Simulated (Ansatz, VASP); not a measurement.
## One calculation of Pt, two programs

```
Pt
1.0
     3.03673    0.00000    0.00000
    -1.51837    2.62989    0.00000
     0.00000    0.00000    4.79213
Pt
2
Direct
  0.66667 0.33333 0.75000
  0.33333 0.66667 0.25000
```

Change from the starting cell: strain +0.1000 x Voigt [1, 1, 0, 0, 0, 0], atoms carried along.

Alike in both runs: task single point; functional PBEsol; k mesh 18 × 18 × 10; occupations gaussian, width 0.15 eV; no spin polarisation.

|  | VASP | Ansatz |
| --- | --- | --- |
| version | VASP 6.6.1 | Ansatz 0.2.0 |
| potentials or method | VASP PAW PBE potentials, release 64 (Pt) | scalar-relativistic, plane waves, PAW |
| plane-wave cutoff (eV) | 520 | 420 |
| valence electrons in the cell | 20 | 36 |

|  | VASP | Ansatz | Ansatz less VASP |
| --- | --- | --- | --- |
| gap on the k mesh at the Fermi level (eV) | none | none | - |
| pressure (GPa) | -34.5 | -34.3 | +0.16 |
| largest component of the traceless stress (GPa) | 1.82 | 1.84 | +0.016 |

A gap of «none» marks a metal or a gap that the smearing closes. The two sets of potentials don't hold the same shells in valence.

Caveats: the cell as given lies far from equilibrium; so large a pressure means that the cell lies far from this level's equilibrium, or that cutoff or potentials fall short (VASP); the potentials were made for another functional, which shifts forces and pressure (VASP). Spin-orbit coupling is left out, which matters for the levels of Pt.
